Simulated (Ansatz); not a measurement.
Runs of Ansatz 0.2.0 on As. Symmetry: R-3m, No. 166, trigonal system. The conventional cell has a = 3.762 Å, b = 3.762 Å, c = 10.542 Å, α = 90.00°, β = 90.00°, γ = 120.00°. As (site symmetry 3m) is surrounded by 3 As at 2.51 Å. 

```tsv
task	level	cell	k mesh	smearing	points for each segment of the path	mesh quality	gap on the mesh (eV)	pressure (GPa)	relaxed volume (Å³/atom)	largest force (eV/Å)
single point	PBE	as given	9 × 9 × 9	gaussian 0.023 eV	-	not flagged	-	3.7	-	(b)
relaxation of cell and atoms	PBE+D3(BJ)	relaxed	9 × 9 × 9	fermi-dirac 0.05 eV	-	not flagged	0.09	0.0	20.90	-
band structure	HSEsol	as given	5 × 5 × 5	fermi-dirac 0.05 eV	4	coarse	-	-	-	0.07
relaxation of cell and atoms	PBE	relaxed	9 × 9 × 9	fermi-dirac 0.05 eV	-	not flagged	none	0.0	(a)	-
```

Alike in all rows: potentials or basis Ansatz PAW; no spin polarisation; cutoff (eV) 420.

Question: Fill in the values left out.

Answer: (a) 22.63; (b) 0.43.

Caveats: some runs use coarse meshes; the plane-wave basis is chosen anew once the cell has moved, so the energies of steps on either side of that aren't comparable (some runs); odd divisions of the mesh miss points on the zone boundary, where band edges often lie, so the gap on the mesh can be too wide (some runs); the k mesh misses the band edges, so the gap on the mesh is wider than the one along the path (some runs); the PAW data sets come from PBE, with cores solved anew for the run's functional, which leaves a small shift of forces and pressure (some runs).

A k mesh can miss the band edges, and the runs leave out spin-orbit coupling on As.

A gap of «none» marks a metal or a gap under the smearing width.

Not every run made on this cell is shown here.
